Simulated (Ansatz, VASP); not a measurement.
# Two plane-wave programs on Pt

```
Pt
1.0
     0.00000    1.72329    1.72329
     1.72329    0.00000    1.72329
     1.72329    1.72329    0.00000
Pt
1
Direct
  0.00000 0.00000 0.00000
```

Change from the starting cell: volume scaled by 0.68, PAW files.

Alike in both runs: task single point; functional PBEsol; k mesh 18 × 18 × 18; occupations fermi-dirac, width 0.08 eV; no spin polarisation.

```csv
,VASP,Ansatz
version,VASP 6.6.1,Ansatz 0.2.0
potentials or method,"VASP PAW PBE potentials, release 64 (Pt)","PAW with Ansatz's default frozen-core files, scalar-relativistic"
plane-wave cutoff (eV),520,420
valence electrons in the cell,10,18
```

```tsv
	VASP	Ansatz	Ansatz less VASP
pressure (GPa)	302.9	299.3	-3.63
```

The two sets of potentials don't hold the same shells in valence.

Caveats: the cell as given lies far from equilibrium; so large a pressure means that the cell lies far from this level's equilibrium, or that cutoff or potentials fall short (VASP); the potentials were made for another functional, which shifts forces and pressure (VASP). The runs have no spin-orbit coupling, so splittings on Pt are missing.
